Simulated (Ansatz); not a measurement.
# GaN (P6_3mc): a many-body input that goes wrong, and its mend

A first try at the G0W0 gap of GaN (P6_3mc), what the program said, and an input that works.

Method: G0W0 on PBE, plane waves, PAW, in Ansatz 0.2.0.

The database entry behind the starting cell has ideal inner coordinates that were not refined, so it need not match the best structure at ambient conditions.

**1. Starting point**

It takes space group P6_3mc (No. 186, hexagonal). The conventional cell has a = 3.190 Å, b = 3.190 Å, c = 5.189 Å, α = 90.00°, β = 90.00°, γ = 120.00°. Ga has 4 N at 1.95 Å nearest. Nearest to N lie 4 Ga at 1.95 Å. Farther neighbours and most contacts between anions are not listed.

The cell and positions come from the Crystallography Open Database and are kept as given unless a step says otherwise. The default PAW set here is soft_2. Its files were made with PBE.

**2. First try**

Input file input.yaml:

```yaml
crystal:
  lattice:
    - [3.19, 0.0, 0.0]
    - [-1.595, 2.7626210381, 0.0]
    - [0.0, 0.0, 5.189]
  atoms:
    - { symbol: Ga, position: [0.6666666667, 0.3333333333, 0.0] }
    - { symbol: Ga, position: [0.3333333333, 0.6666666667, 0.5] }
    - { symbol: "N", position: [0.6666666667, 0.3333333333, 0.375] }
    - { symbol: "N", position: [0.3333333333, 0.6666666667, 0.875] }
kpoints:
  mp_grid: { grid: [2, 2, 2] }
hamiltonian:
  xc: pbe
scf:
  occupations: { method: fixed }
gw:
  n_empty_bands: 74
  ecut_chi: 80
  qp_bands: [v2, c2]
  qp_kpoints: band_edges
  screening: { model: contour_deformation }
```

Started as:

```
$ ansatz run input.yaml --threads 3 --pin off --max-ram 92160MiB --backend cuda --events-out ev --progress --plain --runs-dir out --devices 1 --max-vram 13GiB  # rebuilt from the run's record
```

Numbers of over 12 decimals in the logs are rounded to 6 here.

Output:

```text
GPUs: using 1 of 1 available (devices: 1).
Engine: ansatz 0.2.0, x86_64-unknown-linux-gnu
Pseudopotentials: kind: paw
Pseudopotential: Ga, paw, valence charge 13, recommended cutoff 420 eV (normal), Ga.paw.azcp
Pseudopotential: N, paw, valence charge 5, recommended cutoff 420 eV (normal), N.paw.azcp
Functional definition: PBE
  parameter kappa = 0.804
  parameter beta = 0.066725
  exchange = pbe_x(kappa = kappa, mu = beta*pi^2/3)
  correlation = pbe_c(beta = beta)
concurrent solve slots: 2 of 3 are kept, ahead of what memory takes: no pass of the eigensolver takes more rounds on 2
device memory: the entry about to start is reckoned to put 0.7 GiB on a device that reports 77.3 GiB free (of which the cap on the GPU budget leaves the run 13.0 GiB)
GPU FFT provider: cuFFT
GPU libraries: cuBLAS 13.8.2, cuFFT 12.4.0, cuSOLVER 12.3.4
Crystal: 4 atoms, lattice volume = 45.729 Å³
Basis set: ecut = 420 eV, 917 PW (Γ)
Bands: 22, of which v1, the nominal top of the filled ones, is band 18 counted from 1 (17 counted from 0)
Symmetry: 12 space group operations
Space group: P63mc (ITA 186), of the structure as read, at distance tolerance 3.6e-5 Å
k-points: 4 of 8
Non-local potential: Ga, projectors of the file, l = 0: 2, l = 1: 2, l = 2: 3, l = 3: 1
Non-local potential: N, projectors of the file, l = 0: 2, l = 1: 2, l = 2: 1
PAW form: soft (Blöchl's): semilocal exchange-correlation on the pseudo side does not see the compensation charge
PAW one-centre angular grid: Ga, 590 points (default); XC on 64 Gauss nodes
PAW one-centre angular grid: N, 110 points (default); XC on 64 Gauss nodes
Initial density: superposition of atomic densities (neutral atoms: chi_scale 0, normalization atom), corrected by the library's trained network
Initial wavefunctions: pseudopotential atomic-orbital guess
GPU buffer pool allocated for 20736 grid points (all kernels)
GPU transforms: local potential and band sums: pruned to the plane-wave sphere, on 24×24×36
Functional: x = pbe(κ = 0.804, μ = 0.219515), c = pbe(β = 0.066725)
SCF iter   1: F=—  HF=-8334.218160 eV  |F-HF|=—  |Δ(HF+E_count)|=         —  Δρ=2.15e-2  dr2=1.76e-1  ethr=1.77e-3  ⟨swp⟩=4.2  Hψ=314  notcnv=0  defer=7
preconditioner: auto → Resta (q_TF=auto, 2.622 Å⁻¹)  ε∞=5.2  [insulator: Δε(μ)=1.883 eV  Ē_g=16.161 eV  n_scr=22 (ndim 8)  ℏωp=32.9 eV  f_vac=0.009  ε∞_Penn≈5.2]
SCF iter   2: F=—  HF=-8334.173361 eV  |F-HF|=—  |Δ(HF+E_count)|=   4.48e-2  Δρ=8.88e-3  dr2=1.74e-2  ethr=4.89e-4  ⟨swp⟩=2.0  Hψ=143  notcnv=0  defer=8
SCF iter   3: F=—  HF=-8334.172761 eV  |F-HF|=—  |Δ(HF+E_count)|=   6.00e-4  Δρ=3.81e-3  dr2=3.78e-3  ethr=4.84e-5  ⟨swp⟩=3.0  Hψ=163  notcnv=0  defer=8
SCF iter   4: F=—  HF=-8334.173916 eV  |F-HF|=—  |Δ(HF+E_count)|=   1.15e-3  Δρ=1.07e-3  dr2=4.26e-4  ethr=1.05e-5  ⟨swp⟩=2.0  Hψ=160  notcnv=0  defer=8
SCF iter   5: F=—  HF=-8334.173786 eV  |F-HF|=—  |Δ(HF+E_count)|=   1.30e-4  Δρ=4.67e-4  dr2=7.72e-5  ethr=1.18e-6  ⟨swp⟩=2.0  Hψ=167  notcnv=0  defer=8
SCF iter   6: F=—  HF=-8334.173868 eV  |F-HF|=—  |Δ(HF+E_count)|=   8.24e-5  Δρ=7.27e-5  dr2=2.32e-6  ethr=2.14e-7  ⟨swp⟩=2.2  Hψ=158  notcnv=0  defer=7
SCF iter   7: F=-8334.173872 eV  HF=-8334.173872 eV  |F-HF|=1.13e-7  |Δ(HF+E_count)|=   3.34e-6  Δρ=1.44e-5  dr2=9.24e-8  ethr=2.78e-10  ⟨swp⟩=3.8  Hψ=371  notcnv=0
SCF 1 converged in 7 iterations: F = -8334.173872 eV  dr2 = 9.24e-8
[...]
concurrent solve slots: 2 of 3 are kept, ahead of what memory takes: no pass of the eigensolver takes more rounds on 2
device memory: the entry about to start is reckoned to put 0.9 GiB on a device that reports 76.6 GiB free (of which the cap on the GPU budget leaves the run 13.0 GiB)
NSCF: frozen V_eff on 4 k-points
[...]
concurrent solve slots: 2 of 3 are kept, ahead of what memory takes: no pass of the eigensolver takes more rounds on 2
device memory: the entry about to start is reckoned to put 1.2 GiB on a device that reports 76.6 GiB free (of which the cap on the GPU budget leaves the run 13.0 GiB)
NSCF: frozen V_eff on 4 k-points
G₀W₀ screening: q 1/4
[... further progress lines ...]
device memory: the entry about to start is reckoned to put 0.3 GiB on a device that reports 69.4 GiB free (of which the cap on the GPU budget leaves the run 13.0 GiB)
NSCF: frozen V_eff on 1 k-points
device memory: the entry about to start is reckoned to put 0.3 GiB on a device that reports 69.3 GiB free (of which the cap on the GPU budget leaves the run 13.0 GiB)
NSCF: frozen V_eff on 1 k-points
SCF converged after 7 iterations
Free energy (F): -8334.173872 eV
Harris-Foulkes:  -8334.173872 eV  (|F-HF|=1.13e-7)
Internal energy: -8334.173872 eV  (E = F + TS)
E sigma→0 (E₀):  -8334.173872 eV
Fermi energy:    9.999875 eV
--- Per-component energies (eV) ---
  E_band       = -6.143850
  E_kinetic    = 498.729490
  E_local      = -3911.285132  (includes V_loc(G=0)·N_el)
  E_nonlocal   = 949.588627
  E_hartree    = 1801.861058
  E_xc         = -257.092731
  E_vxc        = -267.734337  (∫ρ·V_xc dr)
  E_paw        = -4243.466773  (= ΣΔE_a)
  E_vpaw       = -879.160308  (= ΣTr[D̂ρ^β])
  E_aug_tail   = 0.000136  (compensation charges beyond the density's cutoff)
  E_ewald      = -3172.508547
  E_smearing   = -0.000000  (= −TS)
  E_closure    = 0.000000  (closes the sum)
  Σ components = -8334.173872   (vs F -8334.173872, Δ=0.00e0)
--- Band table (eV) ---
  k-point 0: bands = [... 14 lower, 8.9230, 9.9009, 9.9999, 9.9999, 11.7644, 14.0213, 19.1131, 19.5885]
  k-point 1: bands = [... 14 lower, 9.4469, 9.4469, 9.4469, 9.4469, 14.0835, 14.0835, 18.2922, 18.2922]
  k-point 2: bands = [... 14 lower, 5.6360, 7.1803, 7.6611, 8.9906, 14.8057, 15.3681, 15.8709, 18.5210]
  k-point 3: bands = [... 14 lower, 8.0056, 8.0056, 8.0127, 8.0127, 14.1728, 14.1728, 17.5557, 17.5557]
--- G₀W₀: contour deformation, 6 samples at zero and on the imaginary axis and 1 off it, 8 q-points, 74 empty bands' worth ---
  eigenvalues of the whole cell's RPA ε∞ on this k-mesh (on a slab, of 1 + 4πα/V) = 17.3598, 21.9948, 21.9948; static W/v taken at q = 0 is 0.045549
  bands read: the sum over 92 bands ends inside a degenerate multiplet in 1 slot, whose members it reads at an even weight; the widest, k=1: bands 91 to 94 (counted from 1) at 2/4 each
  gw.qp_kpoints: band_edges: 4 of 4 stored k-points solved, in 1 pass; an edge of the gap read off the rows below is read off those points alone
    ik  band        ε_KS         Σx   Σc(E_QP)       V_xc       Z   E_QP_lin       E_QP  E_QP is
     0    17      9.9999   -24.8223     4.4239   -20.1955  0.7505     9.7960     9.7969  root
     0    18      9.9999   -24.8223     4.4239   -20.1955  0.7505     9.7960     9.7969  root
     0    19     11.7644   -10.7334    -4.4519   -15.7736  0.7795    12.3606    12.3527  root
     0    20     14.0213    -9.3035    -5.1997   -15.2086  0.7803    14.7399    14.7266  root
     1    17      9.4469   -24.3017     4.5270   -19.5126  0.7475     9.1831     9.1847  root
     1    18      9.4469   -24.3017     4.5270   -19.5126  0.7475     9.1831     9.1847  root
     1    19     14.0835    -9.9725    -5.0506   -15.7782  0.7689    14.8546    14.8387  root
     1    20     14.0835    -9.9725    -5.0506   -15.7782  0.7689    14.8546    14.8387  root
     2    17      7.6611   -21.1385     3.7386   -17.0427  0.7542     7.3007     7.3038  root
     2    18      8.9906   -23.5234     4.3860   -18.8643  0.7496     8.7158     8.7176  root
     2    19     14.8057    -7.9146    -5.0434   -13.2839  0.7878    15.1341    15.1316  root
     2    20     15.3681    -9.8467    -4.9521   -15.4217  0.7744    16.0013    15.9909  root
     3    17      8.0127   -22.0580     3.8718   -17.9183  0.7531     7.7431     7.7447  root
     3    18      8.0127   -22.0580     3.8718   -17.9183  0.7531     7.7431     7.7447  root
     3    19     14.1728    -8.6547    -4.6883   -13.6524  0.7888    14.4843    14.4822  root
     3    20     14.1728    -8.6547    -4.6883   -13.6524  0.7888    14.4843    14.4822  root
```

Wall time 9.1 s (1 × NVIDIA H100 80GB HBM3 (shared by 6 runs) with 3 threads of AMD EPYC 7R13 (Zen 3), shared host); peak memory 1 GiB.

**Diagnosis.**

The run ended normally, though the input holds a fault or crude settings.

The fault: G0W0 on a mesh far too coarse. So few points can't sample the density or the screening, and the band edges may lie elsewhere in the zone.

It printed a gap of 2.56 eV, which is an artefact of the settings.

**3. A better input**

Now the one-shot GW correction: screening in the RPA, then the self-energy of the levels asked for.

Edit input.yaml of step 2 so:

```diff
@@ -11,3 +11,3 @@
 kpoints:
-  mp_grid: { grid: [2, 2, 2] }
+  mp_grid: { grid: [6, 6, 4] }
 hamiltonian:
@@ -17,4 +17,4 @@
 gw:
-  n_empty_bands: 74
-  ecut_chi: 80
+  n_empty_bands: 136
+  ecut_chi: 120
   qp_bands: [v2, c2]
```

Output:

```text
GPUs: using 1 of 1 available (devices: 1).
[...]
GPU FFT provider: cuFFT
GPU libraries: cuBLAS 13.8.2, cuFFT 12.4.0, cuSOLVER 12.3.4
Crystal: 4 atoms, lattice volume = 45.729 Å³
Basis set: ecut = 420 eV, 917 PW (Γ)
Bands: 22, of which v1, the nominal top of the filled ones, is band 18 counted from 1 (17 counted from 0)
[... 1 set-up line as in the run before ...]
[...]
k-points: 21 of 144 (time reversal used)
[...]
GPU buffer pool allocated for 20736 grid points (all kernels)
[...]
SCF iter   1: F=—  HF=-8335.810736 eV  |F-HF|=—  |Δ(HF+E_count)|=         —  Δρ=7.81e-4  dr2=1.40e-4  ethr=1.77e-3  ⟨swp⟩=3.3  Hψ=1750  notcnv=0  defer=13
[...]
SCF iter   6: F=-8335.811409 eV  HF=-8335.811409 eV  |F-HF|=4.83e-9  |Δ(HF+E_count)|=   2.13e-7  Δρ=4.27e-6  dr2=6.44e-9  ethr=2.62e-10  ⟨swp⟩=3.0  Hψ=1789  notcnv=0
SCF 1 converged in 6 iterations: F = -8335.811409 eV  dr2 = 6.44e-9
[...]
0    17      9.6921   -23.8523     3.1134   -20.2232  0.7707     9.1726     9.1763  root
     0    18      9.6921   -23.8523     3.1134   -20.2232  0.7707     9.1726     9.1763  root
     0    19     11.5806   -11.5318    -3.6269   -15.7615  0.8051    12.1874    12.1834  root
     0    20     13.9342   -10.1728    -4.3969   -15.2781  0.8107    14.6493    14.6425  root
     1    17      9.5324   -23.7165     3.1573   -20.0228  0.7703     8.9920     8.9960  root
     1    18      9.5324   -23.7165     3.1573   -20.0228  0.7703     8.9920     8.9960  root
     1    19     12.7783   -12.2011    -3.6187   -16.4856  0.7958    13.4496    13.4442  root
     1    20     14.0378   -10.1538    -4.4200   -15.2986  0.8075    14.7698    14.7625  root
[...]
20    17      8.1992   -22.2730     3.3886   -18.2362  0.7653     7.5442     7.5510  root
    20    18      8.1992   -22.2730     3.3886   -18.2362  0.7653     7.5442     7.5510  root
    20    19     16.1062    -9.5272    -4.7433   -14.9663  0.8053    16.8099    16.8021  root
    20    20     16.1062    -9.5272    -4.7433   -14.9663  0.8053    16.8099    16.8021  root
[key lines of the parts left out:]
SCF converged after 6 iterations
Free energy (F): -8335.811409 eV
Fermi energy:    9.692075 eV
```

Run time: 16 s. Hardware: 1 × NVIDIA H100 80GB HBM3 (shared by 6 runs) with 3 threads; peak memory 1.2 GiB.

This step gave:

```
bands summed                                 : 154
RPA ε∞ on this mesh (eigenvalues)            : 5.996, 6.040, 6.040
plane waves in the screening matrix          : 135
q-points in the mesh                         : 144
G0W0 gap on the mesh                         : 3.007 eV
k of the valence top                         : 0, 0, 0
k of the conduction bottom                   : 0, 0, 0
starting gap on the mesh                     : 1.889 eV
Z at the valence top                         : 0.7707
Z at the conduction bottom                   : 0.8051
least direct G0W0 gap on the computed points : 3.007 eV
```

The gap on the mesh goes from 1.89 eV to 3.01 eV, a correction of +1.12 eV. Between the two edge states, bare exchange in place of the xc potential would open the gap by 7.86 eV, and correlation takes back 6.74 eV.

**4. Outcome**

- first try: converged after 9.1 s
- better run: G0W0 gap on the mesh 3.01 eV (6×6×4 mesh, 136 empty bands, screening to 120 eV)

In words: The second run differs in: mesh, empty bands and screening cutoff (eV). Bands and cutoff are finite, so the gap is not at the basis limit. The miss can reach some tenths of an eV and take either sign; the mesh is an error of its own. The many-body steps are scalar-relativistic: spin-orbit coupling is not in them.

[Paths, hosts, dates, memory and timing lines, banners, echoed tables and standing remarks are left out of the program output.]

[Logs are printed without paths, hosts, clocks, repeated set-up lines and the standing remarks that a program may print on its own settings, such as how far it seeks lower states.]

[Runs of the session that timed out or met a known fault of the program may be left out.]

[Cells called generated may have been cut or substituted from an entry of the Crystallography Open Database or the Materials Project.]

[Hosts, paths, dates, database ids (printed as entryN), source tags and the programs' standing remarks are cut or masked in the printed files.]
